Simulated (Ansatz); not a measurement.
# Nb: pressure against volume

Nb, Fm-3m, a = 4.170 Å. This isn't the element's structure at ambient conditions. Ansatz: PBEsol, PAW, 420 eV, Γ-centred 18×18×18 mesh on 1 atom, Gaussian smearing 0.10 eV; no spin polarisation. Symmetry fixes shape and atoms, so the cell is only scaled; pressure is positive in compression.

| V (Å³/atom) | P (GPa) |
| --- | --- |
| 17.045 | ? |
| 17.589 | 5.62 |
| 18.133 | 0.00 |
| 18.677 | -4.91 |
| 19.221 | -9.18 |

Q: Take V0 = 18.133 Å³/atom, fit the third-order Birch–Murnaghan form to the other rows, and predict the missing pressure.

A: With the Eulerian strain f = ½[(V0/V)^(2/3) − 1] and y = P/[3f(1 + 2f)^(5/2)], the form is the line y = B0 + 1.5 B0 (B0′ − 4) f. Rows (f, y): 0.01026, 173.5; -0.00976, 176.2; -0.01905, 177.0. Means f = -0.006183, y = 175.57; Σ(Δf)² = 0.0004487, ΣΔfΔy = -0.05469; the slope is their ratio. y = 174.8 − 121.9 f GPa, so B0 = 174.8 GPa and B0′ = 4 + 2 × (-121.9)/(3 × 174.8) = 3.54. At V = 17.045, f = 0.02106, y = 172.23 and P = 12.06 GPa. The run gave 12.06 GPa, the same to the digits shown. The form still works here, 33 % of the fitted range beyond its end.